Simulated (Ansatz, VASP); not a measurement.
One calculation of Al3Cu2, two programs

The input INCAR:

```
ALGO = Normal
EDIFF = 1E-7
ENCUT = 520
GGA = PS
ISIF = 2
ISMEAR = -1
KPAR = 2
LASPH = True
LCHARG = False
LREAL = False
LWAVE = False
NBANDS = 24
NELM = 60
PREC = Accurate
SIGMA = 0.05
```

KPOINTS

```
k-points
0
Gamma
  8 8 6
```

POSCAR

```
Al3Cu2
1.0
    4.0366482137      0.0000000000      0.0000000000
   -2.0183241069      3.4958398992      0.0000000000
    0.0000000000      0.0000000000      4.9253004458
Cu Al
2 3
Direct
    0.6666666667      0.3333333333      0.1604878700
    0.3333333333      0.6666666667      0.8395121300
    0.6666666667      0.3333333333      0.6500746500
    0.3333333333      0.6666666667      0.3499253500
    0.0000000000      0.0000000000      0.0000000000
```

File input.yaml:

```yaml
crystal:
  lattice:
    - [4.0366482137, 0.0, 0.0]
    - [-2.0183241069, 3.4958398992, 0.0]
    - [0.0, 0.0, 4.9253004458]
  atoms:
    - { symbol: Cu, position: [0.6666666667, 0.3333333333, 0.16048787] }
    - { symbol: Cu, position: [0.3333333333, 0.6666666667, 0.83951213] }
    - { symbol: Al, position: [0.6666666667, 0.3333333333, 0.65007465] }
    - { symbol: Al, position: [0.3333333333, 0.6666666667, 0.34992535] }
    - { symbol: Al, position: [0.0, 0.0, 0.0] }
hamiltonian:
  xc: pbesol
  pseudopotentials: { kind: paw }
kpoints:
  mp_grid: { grid: [8, 8, 6] }
scf:
  occupations: { method: fermi_dirac, width: 0.05 }
output:
  forces: true
  stress: true
  eigenvalues: true
  write_density: true
  write_potential: true
  elf: true
  volumetric_format: npy
```

Change from the starting cell: volume scaled by 0.96.

Alike in both runs: task single point; functional PBEsol; k mesh 8 × 8 × 6; occupations fermi-dirac, width 0.05 eV; no spin polarisation.

|  | VASP | Ansatz |
| --- | --- | --- |
| version | VASP 6.6.1 | Ansatz 0.2.0 |
| potentials or method | VASP PAW PBE potentials, release 64 (Cu, Al) | Ansatz PAW |
| plane-wave cutoff (eV) | 520 | 420 |
| valence electrons in the cell | 31 | 47 |

```tsv
	VASP	Ansatz	Ansatz less VASP
gap on the k mesh at the Fermi level (eV)	none	none	-
pressure (GPa)	5.6	5.3	-0.31
largest component of the traceless stress (GPa)	0.04	0.06	+0.022
rms of the force components (eV/Å)	0.042	0.042	0.0000
```

Atom by atom the forces differ by 0.002 eV/Å (rms over components). A gap of «none» marks a metal or a gap that the smearing closes. The two sets of potentials don't hold the same shells in valence.

Caveats: the PAW data sets were made with another functional, which shifts forces and pressure a little (VASP); the PAW data sets come from PBE, with cores solved anew for the run's functional, which leaves a small shift of forces and pressure (Ansatz).
